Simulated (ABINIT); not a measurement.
# BeTe (F-43m) in ABINIT: further runs, part 2 of 2

ABINIT 10.8.3 (patched build). The steps go on from the part before.

## 3. Equation of state, PBE+D3

File run.abi:

```
ndtset 7
getwfk -1
scalecart1 3*0.9795861087
scalecart2 3*0.9864848297
scalecart3 3*0.9932883884
scalecart4 3*1.0000000000
scalecart5 3*1.0066227096
scalecart6 3*1.0131594038
scalecart7 3*1.0196128224

pp_dirpath "./"
pseudos "Te.GGA_PBE-JTH.xml, Be.GGA_PBE-JTH.xml"

acell 3*1.0
rprim
     0.0000000000     5.2345413652     5.2345413652
     5.2345413652     0.0000000000     5.2345413652
     5.2345413652     5.2345413652     0.0000000000
ntypat 2
znucl 52 4
natom 2
typat 1 2
xred
     0.7500000000     0.7500000000     0.7500000000
     0.0000000000     0.0000000000     0.0000000000

ecut 19.0
pawecutdg 38.0
pawxcdev 0

kptopt 1
ngkpt 8 8 8
nshiftk 1
shiftk 0.0 0.0 0.0

ixc 11
vdw_xc 6

nband 9
occopt 3
tsmear 0.00183747

nstep 100
tolvrs 1.0e-9

iomode 3
prtwf 1
prtden 0
prteig 0
prtebands 0
enunit 2
```

Potentials or basis: JTH PAW PBE v2.0.

Launch:

```bash
> abinit run.abi > log 2>&1
```

run.abo:

```text
.Version 10.8.3 of ABINIT
 DATASET    1 : space group F-4 3 m (#216); Bravais cF (face-center cubic)
================================================================================
 Values of the parameters that define the memory need for DATASET  1.
     intxc =       0    ionmov =       0      iscf =      17    lmnmax =       8
     lnmax =       4     mgfft =      30  mpssoang =       2    mqgrid =    3001
     natom =       2  nloc_mem =       2    nspden =       1   nspinor =       1
    nsppol =       1      nsym =      24    n1xccc =       1    ntypat =       2
    occopt =       3   xclevel =       2
       mpw =        1076          nfft =       27000          nkpt =          29
 PAW method is used; the additional fine FFT grid is defined by:
   mgfftf=        45    nfftf =     91125
================================================================================
================================================================================
[... 71 lines left out ...]
 DATASET    7 : space group F-4 3 m (#216); Bravais cF (face-center cubic)
================================================================================
 Values of the parameters that define the memory need for DATASET  7.
     intxc =       0    ionmov =       0      iscf =      17    lmnmax =       8
     lnmax =       4     mgfft =      30  mpssoang =       2    mqgrid =    3001
     natom =       2  nloc_mem =       2    nspden =       1   nspinor =       1
    nsppol =       1      nsym =      24    n1xccc =       1    ntypat =       2
    occopt =       3   xclevel =       2
       mpw =        1219          nfft =       27000          nkpt =          29
 PAW method is used; the additional fine FFT grid is defined by:
   mgfftf=        45    nfftf =     91125
================================================================================
================================================================================

--------------------------------------------------------------------------------
------------- Echo of variables that govern the present computation ------------
--------------------------------------------------------------------------------
 -outvars: echo values of preprocessed input variables --------
            acell      1.0000000000E+00  1.0000000000E+00  1.0000000000E+00 Bohr
              amu      1.27600000E+02  9.01218200E+00
             ecut      1.90000000E+01 Hartree
           enunit           2
           getwfk          -1
              ixc          11
           jdtset        1    2    3    4    5    6    7
         kptrlatt        8    0    0      0    8    0      0    0    8
          kptrlen1     5.80131221E+01
          kptrlen2     5.84216787E+01
          kptrlen3     5.88245996E+01
          kptrlen4     5.92220751E+01
          kptrlen5     5.96142857E+01
          kptrlen6     6.00014023E+01
          kptrlen7     6.03835872E+01
            natom           2
            nband           9
           ndtset           7
            ngfft          30      30      30
          ngfftdg          45      45      45
             nkpt          29
            nstep         100
             nsym          24
           ntypat           2
           occopt           3
        pawecutdg      3.80000000E+01 Hartree
         pawxcdev           0
           prtden           0
        prtebands           0
           prteig           0
            rprim1     0.0000000000E+00  5.1276840068E+00  5.1276840068E+00
                       5.1276840068E+00  0.0000000000E+00  5.1276840068E+00
                       5.1276840068E+00  5.1276840068E+00  0.0000000000E+00
            rprim2     0.0000000000E+00  5.1637956472E+00  5.1637956472E+00
[... 36 lines left out ...]
                       0.0000000000E+00  0.0000000000E+00  0.0000000000E+00
            xcart1     7.6915260101E+00  7.6915260101E+00  7.6915260101E+00
                       0.0000000000E+00  0.0000000000E+00  0.0000000000E+00
            xcart2     7.7456934708E+00  7.7456934708E+00  7.7456934708E+00
                       0.0000000000E+00  0.0000000000E+00  0.0000000000E+00
            xcart3     7.7991137350E+00  7.7991137350E+00  7.7991137350E+00
                       0.0000000000E+00  0.0000000000E+00  0.0000000000E+00
            xcart4     7.8518120478E+00  7.8518120478E+00  7.8518120478E+00
                       0.0000000000E+00  0.0000000000E+00  0.0000000000E+00
            xcart5     7.9038123188E+00  7.9038123188E+00  7.9038123188E+00
                       0.0000000000E+00  0.0000000000E+00  0.0000000000E+00
            xcart6     7.9551372131E+00  7.9551372131E+00  7.9551372131E+00
                       0.0000000000E+00  0.0000000000E+00  0.0000000000E+00
            xcart7     8.0058082430E+00  8.0058082430E+00  8.0058082430E+00
                       0.0000000000E+00  0.0000000000E+00  0.0000000000E+00
             xred      7.5000000000E-01  7.5000000000E-01  7.5000000000E-01
                       0.0000000000E+00  0.0000000000E+00  0.0000000000E+00
            znucl       52.00000    4.00000

================================================================================

 chkinp: Checking input parameters for consistency, jdtset=   1.

 chkinp: Checking input parameters for consistency, jdtset=   2.
[... 40 lines left out ...]
 getcut: wavevector=  0.0000  0.0000  0.0000  ngfft=  45  45  45
         ecut(hartree)=     38.000   => boxcut(ratio)=   2.18655

--- Pseudopotential description ------------------------------------------------
- pspini: atom type   1  psp file is ./Te.GGA_PBE-JTH.xml
 Pseudopotential format is: paw10
 basis_size (lnmax)=  4 (lmn_size=  8), orbitals=   0   0   1   1
 Spheres core radius: rc_sph= 2.31107438
 Shapefunction is SIN type: shapef(r)=[sin(pi*r/rshp)/(pi*r/rshp)]**2
 Radius for shape functions =  2.10488624
 Compensation charge density is not taken into account in XC energy/potential

- pspini: atom type   2  psp file is ./Be.GGA_PBE-JTH.xml
 Pseudopotential format is: paw10
 basis_size (lnmax)=  4 (lmn_size=  8), orbitals=   0   0   1   1
 Spheres core radius: rc_sph= 1.60727588
 Shapefunction is SIN type: shapef(r)=[sin(pi*r/rshp)/(pi*r/rshp)]**2
 Radius for shape functions =  1.40108027
 Compensation charge density is not taken into account in XC energy/potential

   1.14173192E+03                                ecore*ucvol(ha*bohr**3)
--------------------------------------------------------------------------------

================================================================================

--- !BeginCycle
iteration_state: {dtset: 1, }
solver: {iscf: 17, nstep: 100, nline: 4, wfoptalg: 10, }
tolerances: {tolvrs: 1.00E-09, }
...
[... 1290 lines left out ...]
-Cartesian components of stress tensor (GPa)         [Pressure= -6.9823E-01 GPa]
- sigma(1 1)=  6.98233931E-01  sigma(3 2)=  0.00000000E+00
- sigma(2 2)=  6.98233931E-01  sigma(3 1)=  0.00000000E+00
- sigma(3 3)=  6.98233931E-01  sigma(2 1)=  0.00000000E+00

== END DATASET(S) ==============================================================
================================================================================

 -outvars: echo values of variables after computation  --------
            acell      1.0000000000E+00  1.0000000000E+00  1.0000000000E+00 Bohr
           etotal1    -2.3129012464E+01
           etotal2    -2.3130366292E+01
           etotal3    -2.3131394172E+01
           etotal4    -2.3132125546E+01
           etotal5    -2.3132580257E+01
           etotal6    -2.3132783932E+01
           etotal7    -2.3132763972E+01
            fcart1     1.3127979511E-29  1.3127979511E-29 -3.9383938533E-29
                      -1.3127979511E-29 -1.3127979511E-29  3.9383938533E-29
            fcart2     5.7033254490E-30  2.5041297133E-46 -5.7033254490E-30
                      -5.7033254490E-30 -2.5041297133E-46  5.7033254490E-30
            fcart3    -0.0000000000E+00 -0.0000000000E+00 -0.0000000000E+00
                      -0.0000000000E+00 -0.0000000000E+00 -0.0000000000E+00
            fcart4    -3.2149965910E-30 -3.2149965910E-30  9.6449897731E-30
                       3.2149965910E-30  3.2149965910E-30 -9.6449897731E-30
            fcart5    -0.0000000000E+00 -0.0000000000E+00 -0.0000000000E+00
                      -0.0000000000E+00 -0.0000000000E+00 -0.0000000000E+00
[... 38 lines left out ...]
                       0.0000000000E+00  0.0000000000E+00  0.0000000000E+00
           xangst1     4.0701802789E+00  4.0701802789E+00  4.0701802789E+00
                       0.0000000000E+00  0.0000000000E+00  0.0000000000E+00
           xangst2     4.0988444646E+00  4.0988444646E+00  4.0988444646E+00
                       0.0000000000E+00  0.0000000000E+00  0.0000000000E+00
           xangst3     4.1271132510E+00  4.1271132510E+00  4.1271132510E+00
                       0.0000000000E+00  0.0000000000E+00  0.0000000000E+00
           xangst4     4.1549999972E+00  4.1549999972E+00  4.1549999972E+00
                       0.0000000000E+00  0.0000000000E+00  0.0000000000E+00
           xangst5     4.1825173555E+00  4.1825173555E+00  4.1825173555E+00
                       0.0000000000E+00  0.0000000000E+00  0.0000000000E+00
           xangst6     4.2096773199E+00  4.2096773199E+00  4.2096773199E+00
                       0.0000000000E+00  0.0000000000E+00  0.0000000000E+00
           xangst7     4.2364912742E+00  4.2364912742E+00  4.2364912742E+00
                       0.0000000000E+00  0.0000000000E+00  0.0000000000E+00
             xred      7.5000000000E-01  7.5000000000E-01  7.5000000000E-01
                       0.0000000000E+00  0.0000000000E+00  0.0000000000E+00
 Calculation completed.
```

Wall time 56 s (1 thread of Arm Neoverse V1, shared host); peak memory 0.13 GiB.

What came out:

| Property | Result |
| --- | --- |
| Equilibrium volume | 22.27 Å³/atom |
| Bulk modulus | 59 GPa |
| Pressure derivative of the bulk modulus | 3.6 |

Energy against volume, from the lowest point:
```csv
volume (Å³/atom),energy (meV/atom)
19.979,51.31
20.404,32.89
20.829,18.91
21.254,8.96
21.679,2.77
22.104,0.00
22.529,0.27
```

Caveat: pressures at fixed basis lie under the slope of the energies. Spin-orbit coupling is left out, which matters for the levels of Te.

## 4. Equation of state, PBE+D3(BJ)

run.abi: that of step 3 with these lines changed.

```diff
@@ -36,3 +36,3 @@
 ixc 11
-vdw_xc 6
+vdw_xc 7
```

Launch:

```bash
> abinit run.abi > log 2>&1
```

It took 56 s on 1 thread of Arm Neoverse V1, shared host; peak memory 0.13 GiB.

The run converged. Its results:

```
Equilibrium volume                      : 21.78 Å³/atom
Bulk modulus                            : 63 GPa
Pressure derivative of the bulk modulus : 3.8 (rough: it moves with the points fitted)
```

Energy against volume, from the lowest point:
```tsv
volume (Å³/atom)	energy (meV/atom)
19.979	33.55
20.404	18.93
20.829	8.72
21.254	2.50
21.679	0.00
22.104	0.85
22.529	4.68
```

Caveat: pressures at fixed basis lie under the slope of the energies.

## 5. Equation of state, PBE+D2

run.abi: that of step 4 with these lines changed.

```diff
@@ -36,3 +36,3 @@
 ixc 11
-vdw_xc 7
+vdw_xc 5
```

Launch:

```bash
> abinit run.abi > log 2>&1
```

Wall time 55 s (1 thread of Arm Neoverse V1, shared host); peak memory 0.13 GiB.

The run converged. Its results:

* Equilibrium volume: 22.20 Å³/atom
* Bulk modulus: 68 GPa
* Pressure derivative of the bulk modulus: 3.6 (rough: it moves with the points fitted)

Energy against volume, from the lowest point:
| volume (Å³/atom) | energy (meV/atom) |
| --- | --- |
| 19.979 | 55.41 |
| 20.404 | 35.05 |
| 20.829 | 19.72 |
| 21.254 | 8.99 |
| 21.679 | 2.55 |
| 22.104 | 0.00 |
| 22.529 | 0.91 |

Caveat: pressures at fixed basis lie under the slope of the energies.

## 6. The runs side by side

```csv
level,V0 of scaled cells (Å³/atom),B0 (GPa)
PBE,-,-
PBE+D3,22.27,59
PBE+D3(BJ),21.78,63
PBE+D2,22.20,68
```

Alike in all rows: task equation of state; potentials or basis JTH PAW PBE v2.0; no spin polarisation; cell as given; k mesh 8 × 8 × 8; cutoff (eV) 517; smearing fermi-dirac 0.05 eV.

Caveats: pressures at fixed basis lie under the slope of the energies; the minimum lies outside the volumes run (some runs).

Absolute energies hang on the potentials; compare differences alone.
